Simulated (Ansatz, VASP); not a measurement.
**Hf: VASP beside Ansatz**

INCAR

```
ALGO     = Normal         # electronic algorithm
EDIFF    = 1E-7           # SCF threshold, eV
ENCUT    = 520            # plane-wave cutoff, eV
GGA      = PS             # functional
ISIF     = 2              # what is computed and relaxed
ISMEAR   = 0              # smearing method
LASPH    = True           # aspherical terms in the spheres
LCHARG   = False          # write CHGCAR
LREAL    = False          # projectors in reciprocal space
LWAVE    = False          # write WAVECAR
NBANDS   = 11             # bands
NELM     = 80             # most SCF steps
PREC     = Accurate       # precision mode
SIGMA    = 0.15           # smearing width, eV
```

File KPOINTS:

```
k-points
0
Gamma
  18 18 18
```

Contents of POSCAR:

```
Hf
1.0
   -1.8050000000      1.8050000000      1.7508500000
    1.8050000000     -1.8050000000      1.7508500000
    1.8050000000      1.8050000000     -1.7508500000
Hf
1
Direct
    0.0000000000      0.0000000000      0.0000000000
```

Input for Ansatz:

```yaml
crystal:
  lattice:
    - [-1.805, 1.805, 1.75085]
    - [1.805, -1.805, 1.75085]
    - [1.805, 1.805, -1.75085]
  atoms:
    - { symbol: Hf, position: [0.0, 0.0, 0.0] }
basis:
  ecutwfc: 420
kpoints:
  mp_grid: { grid: [18, 18, 18] }
hamiltonian:
  xc: pbesol
scf:
  occupations: { method: gaussian, width: 0.15 }
output:
  forces: true
  stress: true
  eigenvalues: true
```

Change from the starting cell: strain +0.000 along x and y, -0.030 along z, atoms carried along.

Alike in both runs: task single point; functional PBEsol; k mesh 18 × 18 × 18; occupations gaussian, width 0.15 eV; no spin polarisation.

```csv
,VASP,Ansatz
version,VASP 6.6.1,Ansatz 0.2.0
potentials or method,"VASP PAW PBE potentials, release 64 (Hf_pv)","scalar-relativistic, plane waves, PAW"
plane-wave cutoff (eV),520,420
valence electrons in the cell,10,26
```

|  | VASP | Ansatz | Ansatz less VASP |
| --- | --- | --- | --- |
| gap on the k mesh at the Fermi level (eV) | none | none | - |
| pressure (GPa) | -6.9 | -6.6 | +0.30 |
| largest component of the traceless stress (GPa) | 1.00 | 0.97 | -0.034 |

A gap of «none» marks a metal or a gap that the smearing closes. The two sets of potentials don't hold the same shells in valence.

Caveats: the PAW data sets were made with another functional, which shifts forces and pressure a little (VASP). Spin-orbit coupling is left out, which matters for the levels of Hf.
